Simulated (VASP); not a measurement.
Wanted: the native input for a VASP 6.6.1 run.

```
Task                   : band structure
Functional             : revPBE
Potentials or basis    : VASP PAW PBE potentials, release 64 (Zn, S)
Cutoff                 : 520 eV
k mesh                 : 8 × 8 × 3
Occupations            : fermi-dirac, width 0.05 eV
Spin                   : no spin polarisation
Further INCAR settings : ALGO = Fast; EDIFF = 1e-07
```

The system is ZnS (Wurtzite-4H).

```
CELL_PARAMETERS angstrom
3.82270 0.00000 0.00000
-1.91135 3.31056 0.00000
0.00000 0.00000 12.52000
ATOMIC_POSITIONS crystal
Zn 0.66667 0.33333 0.75000
Zn 0.33333 0.66667 0.25000
Zn 0.00000 0.00000 0.50000
Zn 0.00000 0.00000 0.00000
S 0.66667 0.33333 0.93750
S 0.33333 0.66667 0.43750
S 0.00000 0.00000 0.68750
S 0.00000 0.00000 0.18750
```

The input as run:

POSCAR

```
ZnS
1.0
    3.8227000000      0.0000000000      0.0000000000
   -1.9113500000      3.3105553110      0.0000000000
    0.0000000000      0.0000000000     12.5200000000
Zn S
4 4
Direct
    0.6666666667      0.3333333333      0.7500000000
    0.3333333333      0.6666666667      0.2500000000
    0.0000000000      0.0000000000      0.5000000000
    0.0000000000      0.0000000000      0.0000000000
    0.6666666667      0.3333333333      0.9375000000
    0.3333333333      0.6666666667      0.4375000000
    0.0000000000      0.0000000000      0.6875000000
    0.0000000000      0.0000000000      0.1875000000
```

INCAR.step1

```
SYSTEM = ZnS
ALGO     = Fast           ! electronic algorithm
EDIFF    = 1E-7           ! SCF threshold, eV
ENCUT    = 520            ! plane-wave cutoff, eV
GGA      = RE             ! functional
ISIF     = 2              ! what is computed and relaxed
ISMEAR   = -1             ! smearing method
LASPH    = .True.         ! aspherical terms in the spheres
LCHARG   = .True.         ! write CHGCAR
LREAL    = .False.        ! projectors in reciprocal space
LWAVE    = .False.        ! write WAVECAR
NELM     = 80             ! most SCF steps
PREC     = Accurate       ! precision mode
SIGMA    = 0.05           ! smearing width, eV
```

KPOINTS.step1

```
k-points
0
Gamma
  8 8 3
  0 0 0
```

INCAR.step2

```
SYSTEM = ZnS
ALGO     = Fast           ! electronic algorithm
EDIFF    = 1E-7           ! SCF threshold, eV
ENCUT    = 520            ! plane-wave cutoff, eV
GGA      = RE             ! functional
ICHARG   = 11             ! starting density
ISIF     = 2              ! what is computed and relaxed
ISMEAR   = 0              ! smearing method
LASPH    = .True.         ! aspherical terms in the spheres
LCHARG   = .False.        ! write CHGCAR
LREAL    = .False.        ! projectors in reciprocal space
LWAVE    = .False.        ! write WAVECAR
NELM     = 80             ! most SCF steps
PREC     = Accurate       ! precision mode
SIGMA    = 0.05           ! smearing width, eV
```

KPOINTS.step2

```
path GMKGALHA,LM,KH
10
line-mode
reciprocal
 0.0000000000  0.0000000000  0.0000000000  G
 0.5000000000  0.0000000000  0.0000000000  M

 0.5000000000  0.0000000000  0.0000000000  M
 0.3333333333  0.3333333333  0.0000000000  K

 0.3333333333  0.3333333333  0.0000000000  K
 0.0000000000  0.0000000000  0.0000000000  G

 0.0000000000  0.0000000000  0.0000000000  G
 0.0000000000  0.0000000000  0.5000000000  A

 0.0000000000  0.0000000000  0.5000000000  A
 0.5000000000  0.0000000000  0.5000000000  L

 0.5000000000  0.0000000000  0.5000000000  L
 0.3333333333  0.3333333333  0.5000000000  H

 0.3333333333  0.3333333333  0.5000000000  H
 0.0000000000  0.0000000000  0.5000000000  A

 0.5000000000  0.0000000000  0.5000000000  L
 0.5000000000  0.0000000000  0.0000000000  M

 0.3333333333  0.3333333333  0.0000000000  K
 0.3333333333  0.3333333333  0.5000000000  H
```

Potentials or basis: VASP PAW PBE potentials, release 64 (Zn, S).

Run with:

```bash
$ cat potpaw_PBE.64/Zn/POTCAR potpaw_PBE.64/S/POTCAR > POTCAR
$ cp INCAR.step1 INCAR
$ cp KPOINTS.step1 KPOINTS
$ mpirun -np 1 vasp_std > vasp.out
$ cp INCAR.step2 INCAR
$ cp KPOINTS.step2 KPOINTS
$ mpirun -np 1 vasp_std > vasp.out
```

Results of the run:

```yaml
Band_gap_on_the_k_mesh: 2.26 eV, direct
Band_gap_along_the_path: 2.26 eV, direct
```

Caveat: the log is that of the step along the path at fixed density, whose energy, stress, charges and moments have no meaning.

Wall time 6.4 min on 1 thread of AMD EPYC 9R14 (Zen 4), on a shared host, peak memory 0.52 GiB.
